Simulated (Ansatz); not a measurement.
SnTe, 2 atoms in the cell. Symmetry: Fm-3m, No. 225, cubic system. Conventional cell: a = 6.302 Å, b = 6.302 Å, c = 6.302 Å, α = 90.00°, β = 90.00°, γ = 90.00°. Te (site symmetry m-3m) has 6 Sn at 3.15 Å as nearest neighbours. Sn (site symmetry m-3m) has 6 Te at 3.15 Å as nearest neighbours. 

| Item | Value |
| --- | --- |
| Program | Ansatz 0.2.0 |
| Task | band structure |
| Functional | PBEsol |
| Potentials or basis | all-electron PAW datasets made for the crystal |
| Cutoff | 240 eV (chosen from the basis error) |
| k mesh | 7 × 7 × 7 |
| Occupations | fermi-dirac, width 0.05 eV |
| Spin | no spin polarisation |

Potentials or basis: all-electron PAW datasets made for the crystal.

Run with:

```console
$ ansatz run input.yaml --threads 1 --pin off --max-ram 3072MiB --backend cpu --events-out ev --progress --plain --runs-dir out
```

Hardware: 1 thread of AMD EPYC 7R43 64-Core Processor (Zen 3) (shared host).

Question: How long does it take, and how much memory?

Answer: Run time: 13 s on 1 thread of AMD EPYC 7R43 64-Core Processor (Zen 3), with other jobs on the host, peak memory 0.51 GiB. Counts: scf iterations 7, plane waves 531, k points 20, bands 14.
